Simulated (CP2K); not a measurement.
# BaTiO3 (P4mm) in CP2K: notebook

The runs below take BaTiO3 through band structure, with PBE.

All numbers are computed with CP2K 2026.2; they aren't measurements. Logs are shortened: lines on timing, memory, paths and dates and some standing lists are left out, and cuts for length are marked.

### 1 The structure

The structure is tetragonal, space group P4mm (No. 99). The conventional cell has a = 4.000 Å, b = 4.000 Å, c = 4.018 Å, α = 90.00°, β = 90.00°, γ = 90.00°. Ba (site symmetry 4mm) has 12 O at 2.79 to 2.88 Å as nearest neighbours. Ti (site symmetry 4mm) has 6 O at 1.89 to 2.13 Å as nearest neighbours. O (site symmetry 2mm) is surrounded by 2 Ti at 2.00 Å. O (site symmetry 4mm) has 2 Ti at 1.89 to 2.13 Å as nearest neighbours.

### 2 Band structure, PBE

batio3_bands.inp reads:

```
&GLOBAL
  PROJECT batio3_bands
  RUN_TYPE ENERGY_FORCE
  PRINT_LEVEL LOW
&END GLOBAL
&FORCE_EVAL
  METHOD QS
  STRESS_TENSOR ANALYTICAL
  &DFT
    BASIS_SET_FILE_NAME BASIS_MOLOPT
    POTENTIAL_FILE_NAME GTH_POTENTIALS
    &MGRID
      CUTOFF 700
      REL_CUTOFF 60
      NGRIDS 4
    &END MGRID
    &QS
      METHOD GPW
      EPS_DEFAULT 1.0E-9
    &END QS
    &KPOINTS
      SCHEME MONKHORST-PACK 7 7 7
      GAMMA_CENTERED T
      SYMMETRY T
      SYMMETRY_BACKEND SPGLIB
    &END KPOINTS
    &SCF
      SCF_GUESS ATOMIC
      EPS_SCF 1.0E-6
      MAX_SCF 100
      ADDED_MOS 7
      CHOLESKY OFF
      EPS_EIGVAL 1.0E-7
      &DIAGONALIZATION ON
        ALGORITHM STANDARD
      &END DIAGONALIZATION
      &MIXING ON
        METHOD BROYDEN_MIXING
        ALPHA 0.4
        BETA 1.5
        NBUFFER 8
      &END MIXING
      &SMEAR ON
        METHOD FERMI_DIRAC
        ELECTRONIC_TEMPERATURE [K] 580.226
      &END SMEAR
    &END SCF
    &XC
      &XC_FUNCTIONAL
        &GGA_X_PBE
        &END GGA_X_PBE
        &GGA_C_PBE
        &END GGA_C_PBE
      &END XC_FUNCTIONAL
    &END XC
    &PRINT
      &KPOINTS ON
      &END KPOINTS
      &MULLIKEN ON
      &END MULLIKEN
      &MO ON
        ENERGIES T
        OCCUPATION_NUMBERS T
        &EACH
          QS_SCF 0
        &END EACH
        ADD_LAST NUMERIC
      &END MO
      &BAND_STRUCTURE
        FILE_NAME bands.bs
        ADDED_MOS 4
        &KPOINT_SET
          UNITS B_VECTOR
          NPOINTS 8
          SPECIAL_POINT GAMMA 0.00000000 0.00000000 0.00000000
          SPECIAL_POINT X 0.00000000 0.50000000 0.00000000
          SPECIAL_POINT M 0.50000000 0.50000000 0.00000000
          SPECIAL_POINT GAMMA 0.00000000 0.00000000 0.00000000
          SPECIAL_POINT Z 0.00000000 0.00000000 0.50000000
          SPECIAL_POINT R 0.00000000 0.50000000 0.50000000
          SPECIAL_POINT A 0.50000000 0.50000000 0.50000000
          SPECIAL_POINT Z 0.00000000 0.00000000 0.50000000
        &END KPOINT_SET
        &KPOINT_SET
          UNITS B_VECTOR
          NPOINTS 8
          SPECIAL_POINT X 0.00000000 0.50000000 0.00000000
          SPECIAL_POINT R 0.00000000 0.50000000 0.50000000
        &END KPOINT_SET
        &KPOINT_SET
          UNITS B_VECTOR
          NPOINTS 8
          SPECIAL_POINT M 0.50000000 0.50000000 0.00000000
          SPECIAL_POINT A 0.50000000 0.50000000 0.50000000
        &END KPOINT_SET
      &END BAND_STRUCTURE
    &END PRINT
  &END DFT
  &SUBSYS
    &CELL
      A 3.9998000000 0.0000000000 0.0000000000
      B 0.0000000000 3.9998000000 0.0000000000
      C 0.0000000000 0.0000000000 4.0180000000
      PERIODIC XYZ
    &END CELL
    &COORD
      Ba  0.0000000000 0.0000000000 0.0000000000
      Ti  1.9999000000 1.9999000000 1.9688200000
      O   0.0000000000 1.9999000000 2.0773060000
      O   1.9999000000 0.0000000000 2.0773060000
      O   1.9999000000 1.9999000000 0.0763420000
    &END COORD
    &KIND Ba
      BASIS_SET SZV-MOLOPT-SR-GTH-q10
      POTENTIAL GTH-PBE-q10
    &END KIND
    &KIND Ti
      BASIS_SET SZV-MOLOPT-SR-GTH-q12
      POTENTIAL GTH-PBE-q12
    &END KIND
    &KIND O
      BASIS_SET SZV-MOLOPT-SR-GTH-q6
      POTENTIAL GTH-PBE-q6
    &END KIND
    &PRINT
      &ATOMIC_COORDINATES ON
      &END ATOMIC_COORDINATES
      &CELL ON
      &END CELL
      &SYMMETRY ON
      &END SYMMETRY
    &END PRINT
  &END SUBSYS
  &PRINT
    &FORCES ON
    &END FORCES
    &STRESS_TENSOR ON
    &END STRESS_TENSOR
  &END PRINT
&END FORCE_EVAL
```

Potentials or basis: GTH_POTENTIALS Ba GTH-PBE-q10, Ti GTH-PBE-q12, O GTH-PBE-q6; SZV-MOLOPT-SR-GTH basis.

Started as:

```bash
OMP_NUM_THREADS=1 cp2k.psmp -i batio3_bands.inp -o batio3_bands.out
```

batio3_bands.out:

```text

 CP2K| version string:                                       CP2K version 2026.2
 CP2K| Input file name                                          batio3_bands.inp

 GLOBAL| Force Environment number                                              1
 GLOBAL| Basis set file name                                        BASIS_MOLOPT
 GLOBAL| Potential file name                                      GTH_POTENTIALS
 GLOBAL| MM Potential file name                                     MM_POTENTIAL
 GLOBAL| Coordinate file name                                      __STD_INPUT__
 GLOBAL| Method name                                                        CP2K
 GLOBAL| Project name                                               batio3_bands
 GLOBAL| Run type                                                   ENERGY_FORCE
 GLOBAL| FFT library                                                       FFTW3
 GLOBAL| Diagonalization library                                       ScaLAPACK
 GLOBAL| Cholesky decomposition library                                ScaLAPACK
 GLOBAL| DGEMM library                                                      BLAS
 GLOBAL| Direct generalized diagonalization requested                          F
 GLOBAL| Matrix multiplication library                                 ScaLAPACK
 GLOBAL| Global print level                                                  LOW
 GLOBAL| Total number of message passing processes                             1
 GLOBAL| Number of threads for this process                                    1
 GLOBAL| CPU model name                                 Intel(R) Xeon(R) 6975P-C

 CELL| Volume [angstrom^3]:                                            64.281571
 CELL| Vector a [angstrom]:       4.000     0.000     0.000   |a| =     3.999800
 CELL| Vector b [angstrom]:       0.000     4.000     0.000   |b| =     3.999800
 CELL| Vector c [angstrom]:       0.000     0.000     4.018   |c| =     4.018000
 CELL| Angle (b,c), alpha [degree]:                                    90.000000
 CELL| Angle (a,c), beta  [degree]:                                    90.000000
 CELL| Angle (a,b), gamma [degree]:                                    90.000000
 CELL| Numerically orthorhombic:                                             YES
 CELL| Periodicity                                                           XYZ

 CELL_REF| Volume [angstrom^3]:                                        64.281571
 CELL_REF| Vector a [angstrom     4.000     0.000     0.000   |a| =     3.999800
 CELL_REF| Vector b [angstrom     0.000     4.000     0.000   |b| =     3.999800
 CELL_REF| Vector c [angstrom     0.000     0.000     4.018   |c| =     4.018000
 CELL_REF| Angle (b,c), alpha [degree]:                                90.000000
 CELL_REF| Angle (a,c), beta  [degree]:                                90.000000
 CELL_REF| Angle (a,b), gamma [degree]:                                90.000000
 CELL_REF| Numerically orthorhombic:                                         YES
 CELL_REF| Periodicity                                                       XYZ

[... 8 lines left out ...]
 TOTAL NUMBERS AND MAXIMUM NUMBERS

  Total number of            - Atomic kinds:                                   3
                             - Atoms:                                          5
                             - Shell sets:                                     5
                             - Shells:                                        13
                             - Primitive Cartesian functions:                 27
                             - Cartesian basis functions:                     28
                             - Spherical basis functions:                     27

  Maximum angular momentum of- Orbital basis functions:                        2
                             - Local part of the GTH pseudopotential:          2
                             - Non-local part of the GTH pseudopotential:      3

 MODULE QUICKSTEP: ATOMIC COORDINATES IN ANGSTROM

   Atom Kind Element         X             Y             Z       Z(eff)     Mass
      1    1 Ba   56      0.000000      0.000000      0.000000  10.0000 137.3270
      2    2 Ti   22      1.999900      1.999900      1.968820  12.0000  47.8670
      3    3 O     8      0.000000      1.999900      2.077306   6.0000  15.9994
      4    3 O     8      1.999900      0.000000      2.077306   6.0000  15.9994
      5    3 O     8      1.999900      1.999900      0.076342   6.0000  15.9994

 Crystal Symmetry Information
       International Symbol:                                                P4mm
[... 93 lines left out ...]

  Step     Update method      Time    Convergence         Total energy    Change
  ------------------------------------------------------------------------------
     1 NoMix/Diag. 0.40E+00    0.5     1.94115697      -132.6085493401 -1.33E+02
     2 Broy./Diag. 0.40E+00    0.6     0.19868403      -128.4901118805  4.12E+00
     3 Broy./Diag. 0.40E+00    0.6     0.43277815      -130.5640957045 -2.07E+00
     4 Broy./Diag. 0.40E+00    0.6     0.20669078      -130.7026942039 -1.39E-01
     5 Broy./Diag. 0.40E+00    0.6     0.31315673      -130.9650032536 -2.62E-01
     6 Broy./Diag. 0.40E+00    0.6     0.07792704      -131.7733044361 -8.08E-01
     7 Broy./Diag. 0.40E+00    0.6     0.04894727      -131.9242345429 -1.51E-01
     8 Broy./Diag. 0.40E+00    0.6     0.03452793      -131.8502657823  7.40E-02
     9 Broy./Diag. 0.40E+00    0.6     0.00839864      -131.8371688295  1.31E-02
    10 Broy./Diag. 0.40E+00    0.6     0.00312829      -131.8270554527  1.01E-02
    11 Broy./Diag. 0.40E+00    0.6     0.00104107      -131.8243742041  2.68E-03
    12 Broy./Diag. 0.40E+00    0.6     0.00033139      -131.8205428840  3.83E-03
    13 Broy./Diag. 0.40E+00    0.6     0.00009786      -131.8196698951  8.73E-04
    14 Broy./Diag. 0.40E+00    0.6     0.00005704      -131.8183672212  1.30E-03
    15 Broy./Diag. 0.40E+00    0.6     0.00002374      -131.8181795459  1.88E-04
    16 Broy./Diag. 0.40E+00    0.6     0.00001372      -131.8184383799 -2.59E-04
    17 Broy./Diag. 0.40E+00    0.6     0.00001830      -131.8185541129 -1.16E-04
    18 Broy./Diag. 0.40E+00    0.6     0.00000282      -131.8185282513  2.59E-05
    19 Broy./Diag. 0.40E+00    0.6     0.00000255      -131.8185154131  1.28E-05
    20 Broy./Diag. 0.40E+00    0.6     0.00000114      -131.8185209436 -5.53E-06
    21 Broy./Diag. 0.40E+00    0.6     0.00000066      -131.8185241579 -3.21E-06

  *** SCF run converged in    21 steps ***

  Electronic density on regular grids:        -39.9999999487        0.0000000513
  Core density on regular grids:               39.9999999790       -0.0000000210
  Total charge density on r-space grids:        0.0000000303
  Total charge density g-space grids:           0.0000000303

  Overlap energy of the core charge distribution:               0.00000000000005
  Self energy of the core charge distribution:               -283.71747647941447
  Core Hamiltonian energy:                                     76.73618516280938
  Hartree energy:                                              97.52053946672939
  Exchange-correlation energy:                                -22.35777230187404
  Electronic entropic energy:                                  -0.00000000612284
  Fermi energy:                                                 0.44959380592779

  Total energy:                                              -131.81852415787247
  Total energy (extrapolated to T->0):                       -131.81852415481106

 MO| EIGENVALUES AND OCCUPATION NUMBERS FOR K POINT 1
 MO|
 MO|  Index      Eigenvalue [a.u.]        Eigenvalue [eV]             Occupation
 MO|      1              -1.696973             -46.176974               2.000000
 MO|      2              -0.776312             -21.124523               2.000000
 MO|      3              -0.775057             -21.090370               2.000000
 MO|      4              -0.775039             -21.089884               2.000000
 MO|      5              -0.664993             -18.095371               2.000000
 MO|      6              -0.180632              -4.915257               2.000000
[... 448 lines left out ...]
 MO|     26               0.780250              21.231673               0.000000
 MO|     27               0.983300              26.756953               0.000000
 MO| Sum:                                                              40.000000
 MO| E(Fermi):            0.449594 a.u.         12.234070 eV

 [... the levels of further k-points ...]

 !-----------------------------------------------------------------------------!
                     Mulliken Population Analysis

 #  Atom  Element  Kind  Atomic population                           Net charge
       1     Ba       1          8.368257                              1.631743
       2     Ti       2         11.165962                              0.834038
       3     O        3          6.825246                             -0.825246
       4     O        3          6.825246                             -0.825246
       5     O        3          6.815289                             -0.815289
 # Total charge                             40.000000                 -0.000000

 !-----------------------------------------------------------------------------!

 KPOINTS| Band Structure Calculation
 KPOINTS| Number of k-point sets                                               3
 KPOINTS| Number of added MOs/bands                                            4
 KPOINTS| Number of k-points in set    1                                      57
 KPOINTS| In units of b-vector [2pi/Bohr]
 KPOINTS| Special point     1       GAMMA     0.000000     0.000000     0.000000
 KPOINTS| Special point     2           X     0.000000     0.500000     0.000000
 KPOINTS| Special point     3           M     0.500000     0.500000     0.000000
 KPOINTS| Special point     4       GAMMA     0.000000     0.000000     0.000000
 KPOINTS| Special point     5           Z     0.000000     0.000000     0.500000
 KPOINTS| Special point     6           R     0.000000     0.500000     0.500000
 KPOINTS| Special point     7           A     0.500000     0.500000     0.500000
 KPOINTS| Special point     8           Z     0.000000     0.000000     0.500000
 KPOINTS| Number of k-points in set    2                                       9
 KPOINTS| In units of b-vector [2pi/Bohr]
 KPOINTS| Special point     1           X     0.000000     0.500000     0.000000
 KPOINTS| Special point     2           R     0.000000     0.500000     0.500000
 KPOINTS| Number of k-points in set    3                                       9
 KPOINTS| In units of b-vector [2pi/Bohr]
 KPOINTS| Special point     1           M     0.500000     0.500000     0.000000
 KPOINTS| Special point     2           A     0.500000     0.500000     0.500000

 ENERGY| Total FORCE_EVAL ( QS ) energy [hartree]           -131.818527038666389

 FORCES| Atomic forces [hartree/bohr]
 FORCES|   Atom     x               y               z               |f|
 FORCES|      1 -1.69697483E-08 -1.69716879E-08  5.71470094E-03   5.71470094E-03
 FORCES|      2  2.50809903E-08  2.49657168E-08 -5.95855337E-03   5.95855337E-03
 FORCES|      3  1.04984826E-08  1.77335181E-09 -5.62183815E-03   5.62183815E-03
 FORCES|      4  1.76663667E-09  1.05469557E-08 -5.62182976E-03   5.62182976E-03
 FORCES|      5  1.96990128E-09  2.03185265E-09  9.05762789E-03   9.05762789E-03
 FORCES| Sum     2.23462625E-08  2.23461891E-08 -2.42989244E-03
 FORCES| Total atomic force                                       2.42989244E-03

 STRESS| Analytical stress tensor [bar]
 STRESS|                        x                   y                   z
 STRESS|      x        1.42995817278E+05   4.77294833743E-03  -7.09330169428E-04
 STRESS|      y        4.77294833743E-03   1.42995747051E+05  -7.29762422900E-04
 STRESS|      z       -7.09330169428E-04  -7.29762422900E-04   1.58758186337E+05
 STRESS| 1/3 Trace                                             1.48249916888E+05
 STRESS| Determinant                                           3.24625464506E+15

 STRESS| Eigenvectors and eigenvalues of the analytical stress tensor [bar]
 STRESS|                        1                   2                   3
 STRESS| Eigenvalues   1.42995746728E+05   1.42995817600E+05   1.58758186337E+05
 STRESS|      x          -0.067499260421      0.997719324180     -0.000000045002
 STRESS|      y           0.997719324180      0.067499260421     -0.000000046298
 STRESS|      z           0.000000043154      0.000000048024      1.000000000000
```

Wall time 15 s (1 thread of Intel Xeon 6975P-C (Granite Rapids), shared host); peak memory 0.37 GiB.

What came out:

```
Free energy             : -3586.9645 eV
Pressure                : 14.8 GPa
Band gap on the k mesh  : 1.34 eV, indirect (least direct gap 1.45 eV)
Band gap along the path : 1.26 eV, indirect (least direct gap 1.45 eV)
Mulliken charges        : Ba +1.63; Ti +0.83; O -0.83, -0.82 e
```

Stress tensor (GPa, compression positive):
```
14.30  0.00  0.00
 0.00 14.30  0.00
 0.00  0.00 15.88
```

Levels at the corners of the path, in eV from the valence-band top:
| point | band 18 | band 19 | band 20 | band 21 | band 22 | band 23 |
| --- | --- | --- | --- | --- | --- | --- |
| Γ | -0.25 | -0.25 | -0.19 | 1.26 | 1.64 | 1.64 |
| X | -1.55 | -0.82 | -0.56 | 1.67 | 3.49 | 3.54 |
| M | -1.20 | -1.20 | -0.02 | 3.54 | 3.54 | 4.34 |
| Γ | -0.25 | -0.25 | -0.19 | 1.26 | 1.64 | 1.64 |
| Z | -1.50 | -0.42 | -0.42 | 1.31 | 3.54 | 3.54 |
| R | -1.09 | -1.07 | -0.12 | 3.50 | 3.56 | 4.33 |
| A | -0.10 | -0.10 | 0.00 | 4.60 | 4.61 | 4.61 |
| Z | -1.50 | -0.42 | -0.42 | 1.31 | 3.54 | 3.54 |
| X | -1.55 | -0.82 | -0.56 | 1.67 | 3.49 | 3.54 |
| R | -1.09 | -1.07 | -0.12 | 3.50 | 3.56 | 4.33 |
| M | -1.20 | -1.20 | -0.02 | 3.54 | 3.54 | 4.34 |
| A | -0.10 | -0.10 | 0.00 | 4.60 | 4.61 | 4.61 |

Caveat: a minimal basis gives rough bond lengths, pressures and levels; Mulliken charges move with the basis; spin-orbit coupling is left out, which moves the levels of the heavy elements; the basis of atomic orbitals isn't converged, which shifts pressures, moduli and gaps.

(Part 1 of 4 ends here.)
